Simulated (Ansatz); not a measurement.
# CdSe: a vibration from a frozen displacement

All numbers below come from DFT r2SCAN, scalar-relativistic, plane waves, PAW (Ansatz 0.2.0). Settings: plane waves to 500 eV, k-mesh 6×6×4 (Γ-centred), Gaussian smearing 0.05 eV. No spin polarisation. Energies are free energies at this smearing, counted from the undisturbed cell; pressure is positive in compression.

Reference structure (as given, not relaxed at this level; it stands at 1.5 GPa):

```
CELL_PARAMETERS angstrom
4.29850 0.00000 0.00000
-2.14925 3.72261 0.00000
0.00000 0.00000 7.01520
ATOMIC_POSITIONS crystal
Cd 0.66667 0.33333 0.00000
Cd 0.33333 0.66667 0.50000
Se 0.66667 0.33333 0.37500
Se 0.33333 0.66667 0.87500
```

Every Se atom is moved by x along the Cartesian unit vector (0.707, -0.707, 0.000); the cell and all other atoms stay fixed. The cell's volume is 112.25 Å³; the moved atoms weigh 157.942 u together and the others 224.828 u. Some rows repeat others by symmetry and weren't run.

```csv
x (Å),ΔE (meV/cell),total force on the moved atoms along the move (eV/Å),pressure (GPa)
-0.3000,485.44,3.4349,3.4862
-0.2625,366.33,2.9232,3.0189
-0.2250,265.78,2.4450,2.6203
-0.1875,182.60,1.9952,2.2875
-0.1500,115.84,1.5687,2.0184
-0.1125,64.71,1.1606,1.8110
-0.0750,28.62,0.7662,1.6639
0.0000,0.00,0.0000,1.5468
0.0750,28.62,-0.7662,1.6639
0.1125,64.71,-1.1606,1.8110
0.1500,115.84,-1.5687,2.0184
0.1875,182.60,-1.9952,2.2875
0.2250,265.78,-2.4450,2.6203
0.2625,366.33,-2.9232,3.0189
0.3000,485.44,-3.4349,3.4862
```

Q: What frequency belongs to this motion?

A: The force constant is k = −dF/dx = 10.216 eV/Å², from the parabola through x = -0.0750, 0 and 0.0750. In every cell the moved atoms swing against the rest, so the mass is μ = m₁m₂/(m₁ + m₂) = 92.771 u, and ν̃ = 521.5 cm⁻¹ × √(|k|/μ) = 173 cm⁻¹, at this cell's pressure of 1.5 GPa. To first order in x, and within 1 %, the force on every atom lies along the move and, within each of the two groups, in proportion to the atom's mass, so this is itself a mode at the zone centre of this cell, taken without macroscopic field (the transverse frequency in a polar insulator).

Q: How far does the harmonic law reach?

A: At x = -0.300 Å, kx²/2 = 459.73 meV against the computed 485.44 meV (+5.6 %): the well is still close to harmonic there.

Q: The pressure changes with x². What does that say about the frequency under compression?

A: With E = k(V)x²/2, k ∝ V^(−2γ) and x scaling with the cell as V^(1/3), P − P0 = −∂E/∂V = (2γ − 2/3) ΔE/V. At x = 0.1125 Å, V(P − P0) = 112.25 × 0.26416 / 160.2 eV = 185.08 meV and ΔE = 64.71 meV, so γ = 1/3 + V(P − P0)/(2ΔE) = 1.76. This is the Grüneisen parameter of the motion under uniform scaling of the cell: shrinking the cell evenly by 1 % in volume raises the frequency by about 1.76 %.